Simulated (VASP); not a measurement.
# Tl (P6_3/mmc) in VASP: further runs

The runs below take Tl through single point, with PBEsol.

All numbers are computed with VASP 6.6.1; they aren't measurements. Logs are shortened: lines on timing, memory, paths and dates and some standing lists are left out, and cuts for length are marked.

## 1. Starting point

The structure is hexagonal, space group P6_3/mmc (No. 194). The conventional cell has a = 3.456 Å, b = 3.456 Å, c = 5.525 Å, α = 90.00°, β = 90.00°, γ = 120.00°. Around Tl (site symmetry -6m2) lie 12 Tl at 3.41 to 3.46 Å.

## 2. Single point, PBEsol

The input, INCAR:

```
PREC = Accurate ; ENCUT = 450
EDIFF = 1E-6 ; ISMEAR = 1
SIGMA = 0.1 ; LREAL = False
LASPH = True ; NELM = 100
ALGO = Normal ; ISIF = 2
LWAVE = False ; LCHARG = False
GGA = PS ; NBANDS = 20
ADDGRID = False
```

The input, KPOINTS:

```
regular mesh
0
Gamma
  13 13 7
```

The input, POSCAR:

```
Tl
1.0
    3.4560000000      0.0000000000      0.0000000000
   -1.7280000000      2.9929837955      0.0000000000
    0.0000000000      0.0000000000      5.5250000000
Tl
2
Direct
    0.6666666667      0.3333333333      0.7500000000
    0.3333333333      0.6666666667      0.2500000000
```

Potentials or basis: VASP PAW PBE potentials, release 64 (Tl_d).

Launch:

```sh
cat potpaw_PBE.64/Tl_d/POTCAR > POTCAR
mpirun -np 1 vasp_std > vasp.out
```

OUTCAR:

```text
PREC = Accurate
   ENCUT = 450
   EDIFF = 1E-6
   ISMEAR = 1
   LREAL = False
   LASPH = True
   NELM = 100
   ISIF = 2
   GGA = PS

 Found     84 irreducible k-points:

 Following reciprocal coordinates:
            Coordinates               Weight
  0.000000  0.000000  0.000000      1.000000
  0.076923  0.000000  0.000000      6.000000
  0.153846  0.000000  0.000000      6.000000
  0.230769  0.000000  0.000000      6.000000
  0.307692  0.000000  0.000000      6.000000
  0.384615 -0.000000  0.000000      6.000000
   k-points           NKPTS =     84   k-points in BZ     NKDIM =     84   number of bands    NBANDS=     20
   number of dos      NEDOS =    301   number of ions     NIONS =      2
   total plane-waves  NPLWV =  23040
   dimension x,y,z NGX =    24 NGY =   24 NGZ =   40
   dimension x,y,z NGXF=    48 NGYF=   48 NGZF=   80
   ions per type =               2
   NGX,Y,Z   is equivalent  to a cutoff of  11.54, 11.54, 12.04 a.u.
   NGXF,Y,Z  is equivalent  to a cutoff of  23.09, 23.09, 24.07 a.u.
 SYSTEM =  unknown system
   PREC   = accura    normal or accurate (medium, high low for compatibility)
   ISTART =      0    job   : 0-new  1-cont  2-samecut
   ICHARG =      2    charge: 1-file 2-atom 10-const
   ISPIN  =      1    spin polarized calculation?
   LNONCOLLINEAR =      F non collinear calculations
   LSORBIT =      F    spin-orbit coupling
   LASPH  =      T    aspherical Exc in radial PAW
   ENCUT  =  450.0 eV  33.07 Ry    5.75 a.u.   5.98  5.98  9.56*2*pi/ulx,y,z
   NELM   =    100;   NELMIN=  2; NELMDL= -5     # of ELM steps
   EDIFF  = 0.1E-05   stopping-criterion for ELM
   LREAL  =      F    real-space projection
   EDIFFG = 0.1E-04   stopping-criterion for IOM
   NSW    =      0    number of steps for IOM
   IBRION =     -1    ionic relax: 0-MD 1-quasi-New 2-CG
   NFREE  =      0    steps in history (QN), initial steepest desc. (CG)
   ISIF   =      2    stress and relaxation
   ISYM   =      2    0-nonsym 1-usesym 2-fastsym
   POTIM  = 0.5000    time-step for ionic-motion
   TEBEG  =    0.0;   TEEND  =   0.0 temperature during run
   PSTRESS=    0.0 pullay stress
   NELECT =      26.0000    total number of electrons
   NUPDOWN=      -1.0000    fix difference up-down
   EMIN   =  10.00;   EMAX   =-10.00  energy-range for DOS
   EFERMI =   0.00;   METHOD = LEGACY
   ISMEAR =     1;   SIGMA  =   0.10  broadening in eV -4-tet -1-fermi 0-gaus
   EFERMI_NEDOS =   21; number of points for ismear=-14 and -15
   IALGO  =     38    algorithm
   IMIX   =      4    mixing-type and parameters
     AMIX     =   0.40;   BMIX     =  1.00
     AMIX_MAG =   1.60;   BMIX_MAG =  1.00
  volume/ion in A,a.u.               =      28.57       192.83
  Fermi-wavevector in a.u.,A,eV,Ry     =   1.259107  2.379366 21.569987  1.585349
  Thomas-Fermi vector in A             =   2.392683
   LORBIT       =      0    0 simple, 1 ext, 2 COOP (PROOUT), +10 PAW based schemes
   GGA     = PS    functional components
   LHFCALC =     F    Hartree Fock is set to
   AEXX    =    0.0000 exact exchange contribution
   IVDW    =     0    specifies the selected vdW correction
   LEPSILON=     F    determine dielectric tensor
   LRPA    =     F    only Hartree local field effects (RPA)
 non-spin polarized calculation
 Methfessel and Paxton  Order N= 1 SIGMA  =   0.10
  energy-cutoff  :      450.00
  volume of cell :       57.15
 maximum number of plane-waves:      1259
 NGX is ok and might be reduce to    24
   NGX = 11   NGY = 11   NGZ = 19

 number of electron      25.9999996 magnetization

 Free energy of the ion-electron system (eV)
  ---------------------------------------------------
  ext. energy  EPLUGINS =         0.00000000
  ---------------------------------------------------
  free energy    TOTEN  =        -5.26347014 eV

  energy without entropy =       -5.26409261  energy(sigma->0) =       -5.26367763

 E-fermi :   6.3952     XC(G=0): -10.3701

 val. band max:        6.3280954513   @ k =   0.3846   0.0769   0.2857
 cond. band min:       6.4075218885   @ k =   0.3077   0.0000   0.2857
 fundamental gap:      0.0794264371
 Fermi energy:         6.3952373755

 k-point     1 :       0.0000    0.0000    0.0000
  band No.  band energies     occupation
      1      -5.3572      2.00000
      2      -5.1218      2.00000
      3      -5.0990      2.00000
      4      -5.0990      2.00000
      5      -5.0448      2.00000
      6      -5.0448      2.00000
      7      -4.9831      2.00000
      8      -4.9831      2.00000
      9      -4.6426      2.00000
     10      -4.6426      2.00000
     11      -3.6804      2.00000
     12       1.2755      2.00000
     13       3.5177      2.00000
     14      14.3637      0.00000
     15      14.3637      0.00000
     16      16.4493      0.00000
     17      16.4493      0.00000
     18      16.6535      0.00000
     19      17.1980      0.00000
     20      17.3060      0.00000

 k-point     2 :       0.0769    0.0000    0.0000
  band No.  band energies     occupation
      1      -5.3364      2.00000
      2      -5.1478      2.00000
      3      -5.0734      2.00000
      4      -5.0680      2.00000
      5      -5.0464      2.00000
      6      -5.0209      2.00000
      7      -4.9980      2.00000
      8      -4.9950      2.00000
      9      -4.6678      2.00000
     10      -4.6377      2.00000
     11      -3.5679      2.00000
     12       1.3460      2.00000
     13       3.6643      2.00000
     14      13.0514      0.00000
     15      13.8285      0.00000
     16      15.4179      0.00000
     17      16.7675      0.00000
     18      17.2513      0.00000
     19      17.3278      0.00000
     20      17.7930      0.00000

 k-point     3 :       0.1538    0.0000    0.0000
  band No.  band energies     occupation
      1      -5.3071      2.00000
      2      -5.1647      2.00000
      3      -5.0639      2.00000
      4      -5.0427      2.00000
      5      -5.0259      2.00000
      6      -5.0023      2.00000
      7      -5.0018      2.00000
      8      -4.9538      2.00000
      9      -4.7309      2.00000
     10      -4.6259      2.00000
     11      -3.2238      2.00000
     12       1.5608      2.00000
     13       4.0910      2.00000
     14      10.8611      0.00000
     15      12.8634      0.00000
     16      14.1227      0.00000
     17      16.3932      0.00000
     18      16.3948      0.00000
     19      16.8241      0.00000
     20      18.3148      0.00000

 k-point     4 :       0.2308    0.0000    0.0000
  band No.  band energies     occupation
      1      -5.3358      2.00000
      2      -5.1515      2.00000
      3      -5.1145      2.00000
      4      -5.0659      2.00000
      5      -5.0574      2.00000
      6      -4.9188      2.00000
      7      -4.8993      2.00000
      8      -4.8561      2.00000
      9      -4.8038      2.00000
     10      -4.6128      2.00000
     11      -2.6405      2.00000
     12       1.9206      2.00000
     13       4.7641      2.00000
     14       8.6918      0.00000
     15      11.9220      0.00000
     16      12.3449      0.00000
     17      14.7696      0.00000
     18      15.4987      0.00000
     19      16.2458      0.00000
     20      17.5596      0.00000

 k-point     5 :       0.3077    0.0000    0.0000
  band No.  band energies     occupation
      1      -5.3924      2.00000
      2      -5.1993      2.00000
      3      -5.1804      2.00000
      4      -5.1052      2.00000
      5      -5.0000      2.00000
      6      -4.8646      2.00000
      7      -4.8213      2.00000
      8      -4.7892      2.00000
      9      -4.7477      2.00000
     10      -4.6020      2.00000
     11      -1.8246      2.00000
     12       2.3742      2.00000
     13       5.6360      2.00000
     14       6.7717     -0.00000
     15      10.4086      0.00000
     16      11.1382      0.00000
     17      13.0958      0.00000
     18      14.9889      0.00000
     19      15.5256      0.00000
     20      16.8839      0.00000

 k-point     6 :       0.3846   -0.0000    0.0000
  band No.  band energies     occupation
      1      -5.4422      2.00000
      2      -5.2733      2.00000
      3      -5.2174      2.00000
      4      -5.1359      2.00000
      5      -4.9482      2.00000
      6      -4.9059      2.00000
      7      -4.7344      2.00000
      8      -4.6974      2.00000
      9      -4.6535      2.00000
     10      -4.5948      2.00000
     11      -0.8049      2.00000
     12       2.5948      2.00000
     13       5.4991      2.00000
     14       6.6340     -0.00378
     15       8.6111      0.00000
     16      10.5790      0.00000
     17      11.5564      0.00000
     18      14.7028      0.00000
     19      14.9552      0.00000
     20      16.4248      0.00000

 [... further k-points ...]
[... 5 lines left out ...]
  --------------------------------------------------------------------------------------
  -------------------------------------------------------------------------------------
  Total        0.1670168      0.1670168     -0.2937923      0.0000000     -0.0000000      0.0000000
  in kB        4.6823118      4.6823118     -8.2364606      0.0000000     -0.0000000      0.0000000
  external PRESSURE =       0.3760544 kB  Pullay stress =       0.0000000 kB

 VOLUME and BASIS-vectors are now :
 -----------------------------------------------------------------------------
  energy-cutoff  :      450.00
  volume of cell :       57.15
      direct lattice vectors                 reciprocal lattice vectors
     3.456000000  0.000000000  0.000000000     0.289351852  0.167057370  0.000000000
    -1.728000000  2.992983795  0.000000000     0.000000000  0.334114739  0.000000000
     0.000000000  0.000000000  5.525000000     0.000000000  0.000000000  0.180995475

 POSITION                                       TOTAL-FORCE (eV/Angst)
 -----------------------------------------------------------------------------------
      1.72800      0.99766      4.14375        -0.000000      0.000000      0.000000
     -0.00000      1.99532      1.38125         0.000000     -0.000000      0.000000
 -----------------------------------------------------------------------------------
    total drift:                               -0.000000      0.000000     -0.000000

  FREE ENERGIE OF THE ION-ELECTRON SYSTEM (eV)
  ---------------------------------------------------
  free  energy   TOTEN  =        -5.2634701412 eV

  energy  without entropy=       -5.2640926108  energy(sigma->0) =       -5.26367763
```

Run time: 24 s. Hardware: 1 thread of AMD EPYC 9R45 (Zen 5), shared host; peak memory 0.16 GiB.

The run converged, but some of its settings lie outside the range that counts as converged, so its numbers aren't taken as properties of the crystal.

What came out:

```
Free energy            : -5.2635 eV
Pressure               : 0.0 GPa
Band gap on the k mesh : none (metal or under the smearing width)
```

Caveat: the PAW data sets were made with another functional, which shifts forces and pressure a little.

## 3. Single point, PBEsol

Edit INCAR of step 2 so:

```diff
@@ -2,3 +2,3 @@
 EDIFF = 1E-6 ; ISMEAR = 1
-SIGMA = 0.1 ; LREAL = False
+SIGMA = 0.4 ; LREAL = False
 LASPH = True ; NELM = 100
```

KPOINTS is that of step 2.

POSCAR is that of step 2.

Potentials or basis: VASP PAW PBE potentials, release 64 (Tl_d).

Launch:

```sh
cat potpaw_PBE.64/Tl_d/POTCAR > POTCAR
mpirun -np 1 vasp_std > vasp.out
```

It took 26 s on 1 thread of AMD EPYC 9R45 (Zen 5), shared host; peak memory 0.16 GiB.

These settings aren't checked as converged: the numbers below hold their error.

What came out:

```yaml
Free_energy: -5.2629 eV
Pressure: 0.0 GPa
Band_gap_on_the_k_mesh: none (metal or under the smearing width)
```

Caveat: the PAW data sets were made with another functional, which shifts forces and pressure a little.

## 4. The reference run

An earlier run on the cell as given: functional PBE; potentials or basis VASP PAW PBE potentials, release 64 (Tl_d); cutoff 520 eV; k mesh 9 × 9 × 5; occupations fermi-dirac, width 0.05 eV; no spin polarisation.

- Pressure: 3.4 GPa
- Band gap on the k mesh: none (metal or under the smearing width)
